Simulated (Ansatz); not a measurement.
**LiH (h-MgO (five-fold) type): optical response by level**

Aim: the dielectric function of LiH (h-MgO (five-fold) type) in the independent-particle picture, and how it depends on the functional and on the gap. The runs, in order: HSE06 for the gap; optics with PBE on 9×9×6; optics with r2SCAN on 9×9×6; optics with PBE and scissors to the HSE06 gap on 9×9×6.

Computed with Ansatz 0.2.0 (plane waves, PAW; no local fields, no excitons, unless a step's input says otherwise).

### 1 Starting point

It takes space group P6_3/mmc (No. 194, hexagonal). Conventional cell: a = 3.255 Å, b = 3.255 Å, c = 4.069 Å, α = 90.00°, β = 90.00°, γ = 120.00°. Li (site symmetry -6m2) has 5 H at 1.88 to 2.03 Å as nearest neighbours. Around H (site symmetry -6m2) lie 5 Li at 1.88 to 2.03 Å.

Structure file:

```cif
data_structure
_symmetry_space_group_name_H-M 'P 1'
_symmetry_Int_Tables_number 1
_cell_length_a 3.2548
_cell_length_b 3.2548
_cell_length_c 4.0691
_cell_angle_alpha 90.000
_cell_angle_beta 90.000
_cell_angle_gamma 120.000
_cell_volume 37.33
loop_
_atom_site_label
_atom_site_type_symbol
_atom_site_fract_x
_atom_site_fract_y
_atom_site_fract_z
_atom_site_occupancy
Li1 Li 0.33333 0.66667 0.25000 1
Li2 Li 0.66667 0.33333 0.75000 1
H1 H 0.66667 0.33333 0.25000 1
H2 H 0.33333 0.66667 0.75000 1
```

The cell was relaxed beforehand with r2SCAN; those runs aren't shown.

### 2 A hybrid for the gap

File input.yaml:

```yaml
crystal:
  lattice:
    - [3.2548234142, 0.0, 0.0]
    - [-1.6274117071, 2.8187597615, 0.0]
    - [0.0, 0.0, 4.0690682565]
  atoms:
    - { symbol: Li, position: [0.3333333333, 0.6666666667, 0.25] }
    - { symbol: Li, position: [0.6666666667, 0.3333333333, 0.75] }
    - { symbol: H, position: [0.6666666667, 0.3333333333, 0.25] }
    - { symbol: H, position: [0.3333333333, 0.6666666667, 0.75] }
kpoints:
  mp_grid: { grid: [6, 6, 4] }
  band_path:
    path:
      - [0.0, 0.0, 0.0]
      - [0.5, 0.0, 0.0]
      - [0.3333333333, 0.3333333333, 0.0]
      - [0.0, 0.0, 0.5]
      - [0.5, 0.0, 0.5]
      - [0.3333333333, 0.3333333333, 0.5]
    npoints: 1
hamiltonian:
  xc: hse06
scf:
  occupations: { method: fixed }
  n_extra_bands: 5
output:
  forces: true
  stress: true
  eigenvalues: true
```

On the command line:

```
$ ansatz run input.yaml --threads 4 --pin off --max-ram 3686MiB --backend cpu --events-out ev --progress --plain --runs-dir out
```

Further steps of the session: Optics, PBE; Optics, r2SCAN; Optics, PBE with a scissors shift.

Before running them: what should the planned runs give, taken together? Wanted: ε∞, PBE; ε∞, r2SCAN; tallest peak of ε₂, PBE; tallest peak of ε₂, r2SCAN; HSE06 direct gap.

The runs gave:

```
                                  quantity                     value
                                   ε∞, PBE  3.42 (xx, yy), 4.00 (zz)
                                ε∞, r2SCAN  3.09 (xx, yy), 3.51 (zz)
                ε∞, PBE + 0.98 eV scissors  3.10 (xx, yy), 3.56 (zz)
                   tallest peak of ε₂, PBE            6.0 at 5.85 eV
                tallest peak of ε₂, r2SCAN            5.7 at 6.40 eV
tallest peak of ε₂, PBE + 0.98 eV scissors            6.0 at 6.85 eV
                          HSE06 direct gap                   4.05 eV
```

PBE + 0.98 eV scissors has the widest direct gap (4.05 eV) and PBE the narrowest (3.07 eV); ε∞ is 3.25 and 3.61 (mean of the axes). The response is anisotropic: with PBE ε∞ is 3.42 (xx, yy), 4.00 (zz). Local fields and excitons are left out: both change ε∞, and without excitons the onset lacks its lines.
